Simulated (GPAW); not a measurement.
Write an ASE script for GPAW 26.7.0 that does the following.

```
Task                : equation of state
Functional          : LDA
Potentials or basis : the program's PAW data sets (release 1.2.1) made for this functional
Cutoff              : 600 eV
Basis               : pw
k mesh              : 4 × 4 × 3
Occupations         : fermi-dirac, width 0.05 eV
Spin                : no spin polarisation
Maxiter             : 150
Eos scales          : [0.94, 0.96, 0.98, 1.0, 1.02, 1.04, 1.06]
```

Crystal: Sb.

```
CELL_PARAMETERS angstrom
4.52770 0.00000 0.00000
0.00000 4.42110 0.00000
-1.32052 0.00000 6.36435
ATOMIC_POSITIONS crystal
Sb 0.33993 0.25000 0.68367
Sb 0.93664 0.75000 0.76276
Sb 0.06336 0.25000 0.23724
Sb 0.66007 0.75000 0.31633
```

This isn't the form of Sb at room conditions, which is rhombohedral.

One way to write it, as run:

run.py

```python
from ase import Atoms
from ase.eos import EquationOfState
from ase.io import Trajectory
from ase.units import GPa
from gpaw import GPAW, PW

atoms = Atoms(['Sb', 'Sb', 'Sb', 'Sb'],
              cell=[[4.5277, 0.0, 0.0],
                    [0.0, 4.4211, 0.0],
                    [-1.320519, 0.0, 6.364348]],
              scaled_positions=[[0.33993, 0.25, 0.68367],
                                [0.936638, 0.75, 0.762758],
                                [0.063362, 0.25, 0.237242],
                                [0.66007, 0.75, 0.31633]],
              pbc=True)

traj = Trajectory('eos.traj', 'w')
volumes, energies = [], []
for x in [0.94, 0.96, 0.98, 1.0, 1.02, 1.04, 1.06]:
    a = atoms.copy()
    a.set_cell(atoms.cell * x**(1 / 3), scale_atoms=True)
    calc = GPAW(mode=PW(600),
                xc='LDA',
                kpts={'size': (4, 4, 3), 'gamma': True},
                occupations={'name': 'fermi-dirac', 'width': 0.05},
                nbands=46,
                convergence={'density': 1e-05, 'energy': 1e-05},
                maxiter=150,
                txt=f'eos-{x:.2f}.txt')
    a.calc = calc
    energies.append(a.get_potential_energy(force_consistent=True))
    volumes.append(a.get_volume())
    p = -a.get_stress()[:3].mean() / GPa
    calc.write(f'eos-{x:.2f}.gpw')
    traj.write(a)
    print(f'{x:.2f} {volumes[-1]:10.4f} A^3 {energies[-1]:14.6f} eV {p:9.3f} GPa', flush=True)

v0, e0, B = EquationOfState(volumes, energies, eos='birchmurnaghan').fit()
print(f'V0 = {v0:.4f} A^3, E0 = {e0:.6f} eV, B0 = {B / GPa:.2f} GPa')
```

Potentials or basis: the program's PAW data sets (release 1.2.1) made for this functional, pw.

Run with:

```console
$ OMP_NUM_THREADS=1 python run.py
```

Results of the run:

```yaml
Equilibrium_volume: "29.55 Å³/atom (rough: see the caveat)"
Bulk_modulus_at_fixed_shape_and_positions: 60 GPa (rough)
```

Caveat: the minimum lies outside the volumes run; the cell was scaled at fixed shape and fractional positions, which overstates the stiffness of a crystal with free parameters, most of all of layers and chains.

It took 9.1 min on 1 thread of Arm Neoverse V2, with other jobs on the host, peak memory 0.72 GiB.
